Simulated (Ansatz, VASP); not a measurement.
## One calculation of HfB2, two programs

The input INCAR:

```
ALGO = Normal ; EDIFF = 1E-7
ENCUT = 520 ; GGA = PE
ISIF = 2 ; ISMEAR = -1
LASPH = T ; LCHARG = F
LREAL = F ; LWAVE = F
NBANDS = 15 ; NELM = 60
PREC = Accurate ; SIGMA = 0.05
```

File KPOINTS:

```
k-points
0
Gamma
  13 13 11
```

File POSCAR:

```
HfB2
1.0
    3.1086000995      0.0000000000      0.0000000000
   -1.5543000498      2.6921266564      0.0000000000
    0.0000000000      0.0000000000      3.4800000000
Hf B
1 2
Direct
    0.0000000000      0.0000000000      0.0000000000
    0.3333333333      0.6666666667      0.5000000000
    0.6666666667      0.3333333333      0.5000000000
```

Input for Ansatz:

```yaml
crystal:
  lattice:
    - [3.1086000995, 0.0, 0.0]
    - [-1.5543000498, 2.6921266564, 0.0]
    - [0.0, 0.0, 3.48]
  atoms:
    - { symbol: Hf, position: [0.0, 0.0, 0.0] }
    - { symbol: B, position: [0.3333333333, 0.6666666667, 0.5] }
    - { symbol: B, position: [0.6666666667, 0.3333333333, 0.5] }
kpoints:
  mp_grid: { grid: [13, 13, 11] }
  band_path:
    path:
      - [0.0, 0.0, 0.0]
      - [0.5, 0.0, 0.0]
      - [0.3333333333, 0.3333333333, 0.0]
      - [0.0, 0.0, 0.0]
      - [0.0, 0.0, 0.5]
      - [0.5, 0.0, 0.5]
      - [0.3333333333, 0.3333333333, 0.5]
      - [0.0, 0.0, 0.5]
      - [0.5, 0.0, 0.5]
    npoints: 5
scf:
  occupations: { method: fermi_dirac, width: 0.05 }
hamiltonian:
  xc: pbe
  pseudopotentials: { kind: all_electron, lapw: { basis_error: 0.0005 } }
output:
  forces: true
  stress: true
  eigenvalues: true
```

Change from the starting cell: equal xx and yy strain of -1 %.

Alike in both runs: task single point; functional PBE; k mesh 13 × 13 × 11; occupations fermi-dirac, width 0.05 eV; no spin polarisation.

|  | VASP | Ansatz |
| --- | --- | --- |
| version | VASP 6.6.1 | Ansatz 0.2.0 |
| potentials or method | VASP PAW PBE potentials, release 64 (Hf_pv, B) | all-electron LAPW, scalar-relativistic |
| plane-wave cutoff (eV) | 520 | see its input |

```csv
,VASP,Ansatz,Ansatz less VASP
pressure (GPa),6.6,7.0,+0.42
largest component of the traceless stress (GPa),2.69,2.87,+0.175
```

Ansatz ran all-electron here, so the differences hold the error of VASP's frozen core and of both bases.

Spin-orbit coupling is left out, which matters for the levels of Hf.
